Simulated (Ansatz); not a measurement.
Runs of Ansatz 0.2.0 on TiC. It takes space group Fm-3m (No. 225, cubic). Conventional cell: a = 4.331 Å, b = 4.331 Å, c = 4.331 Å, α = 90.00°, β = 90.00°, γ = 90.00°. Ti (site symmetry m-3m) has 6 C at 2.17 Å as nearest neighbours. Around C (site symmetry m-3m) lie 6 Ti at 2.17 Å. The cell is a database's computed one.

```csv
task,level,U,k mesh,points for each segment of the path,hubbard projectors,double counting,mesh quality,gap on the mesh (eV),pressure (GPa)
band structure,PBEsol+U,Ti d U = 3 eV,11 × 11 × 11,14,ortho-atomic (the default),fll (the default),not flagged,none,(b)
band structure,PBEsol+U,Ti d U = 6 eV,11 × 11 × 11,14,ortho-atomic (the default),fll (the default),not flagged,none,4.5
band structure,PBEsol+U,Ti d U = 2 eV,11 × 11 × 11,14,ortho-atomic (the default),fll (the default),not flagged,none,-3.7
band structure,PBEsol,-,11 × 11 × 11,14,-,-,not flagged,none,-6.7
band structure,PBEsol+U,Ti d U = 8 eV,11 × 11 × 11,14,ortho-atomic (the default),fll (the default),not flagged,none,10.2
band structure,PBEsol+U,Ti d U = 5 eV,11 × 11 × 11,14,ortho-atomic (the default),fll (the default),not flagged,none,(a)
band structure,PBEsol+U,Ti d U = 4 eV,11 × 11 × 11,14,ortho-atomic (the default),fll (the default),not flagged,none,-0.1
```

Alike in all rows: potentials or basis Ansatz PAW; no spin polarisation; cell as given; cutoff (eV) 420; smearing fermi-dirac 0.05 eV.

Task: Fill in the values left out.

Result: (a) 2.1; (b) -2.0.

Caveats: the PAW data sets come from PBE, with cores solved anew for the run's functional, which leaves a small shift of forces and pressure; U without spin polarisation on a metal has little footing (some runs); the U is typed as a test and isn't derived for this compound (some runs).

A gap of «none» marks a metal or a gap under the smearing width.
